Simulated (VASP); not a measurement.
Cu2O (Cuprite): relaxation of the atoms with PBE+D3(BJ)

**Experimental background.**

From “Importance of surface oxygen vacancies for ultrafast hot carrier relaxation and transport in Cu2O”, 2021, arxiv:2103.03167, for a bulk crystal of Cu2O: band gap 2.17 eV (direct).

Cu2O (Cuprite):

```
Cu O
1.0
     4.26065    0.00000    0.00000
     0.00000    4.26065    0.00000
     0.00000    0.00000    4.26065
Cu O
4 2
Direct
  0.25000 0.25000 0.25000
  0.25000 0.75000 0.75000
  0.75000 0.75000 0.25000
  0.75000 0.25000 0.75000
  0.00000 0.00000 0.00000
  0.50000 0.50000 0.50000
```

- Program: VASP 6.6.1
- Task: relaxation of the atoms
- Functional: PBE
- Dispersion: D3(BJ)
- Potentials or basis: VASP PAW PBE potentials, release 64 (Cu, O)
- Cutoff: 600 eV
- k mesh: 6 × 6 × 6
- Occupations: gaussian, width 0.03 eV
- Spin: no spin polarisation
- Further INCAR settings: ALGO = Normal; EDIFF = 1e-07; IBRION = 2; EDIFFG = -0.01; NSW = 40

```json
{
 "Pressure after relaxing": "0.0 GPa",
 "Band gap on the k mesh": "0.54 eV, direct",
 "Dispersion energy per atom": "-0.308 eV"
}
```

Final structure:
```xyz
6
Lattice="4.2606 0.0000 0.0000 0.0000 4.2606 0.0000 0.0000 0.0000 4.2606" Properties=species:S:1:pos:R:3 pbc="T T T"
Cu    1.0652    1.0652    1.0652
Cu    1.0652    3.1955    3.1955
Cu    3.1955    3.1955    1.0652
Cu    3.1955    1.0652    3.1955
O     0.0000    0.0000    0.0000
O     2.1303    2.1303    2.1303
```

Levels at points of the mesh, in eV from the valence-band top:
```tsv
k point	band 26	band 27	band 28	band 29	band 30	band 31
(0.00, 0.00, 0.00)	0.00	0.00	0.00	0.54	1.25	1.25
(0.50, 0.00, 0.00)	-1.20	-0.39	-0.39	2.27	2.27	4.24
(0.50, 0.50, 0.00)	-1.21	-0.65	-0.65	1.92	1.92	3.86
(0.50, 0.50, 0.50)	-0.57	-0.57	-0.57	2.46	2.46	2.46
```

Wall time 25 s on 2 MPI ranks on Intel(R) Xeon(R) Platinum 8375C CPU @ 2.90GHz (Ice Lake), on a shared host, peak memory 0.22 GiB a rank.

Against the measured gap of Cu2O, 2.17 eV (direct; quoted in “Importance of surface oxygen vacancies for ultrafast hot carrier relaxation and transport in Cu2O”, 2021, arxiv:2103.03167), the calculated 0.54 eV is off by -1.63 eV. So large a miss can be the level of theory's own, or it may mean another phase, state or a wrong row. The value is that of PBE+D3(BJ) on a finite k mesh, which can miss the band edges, without temperature or zero-point motion. Semilocal functionals fall short of measured gaps as a rule.

Caveat: the relaxation stopped at its first step, so nothing moved.
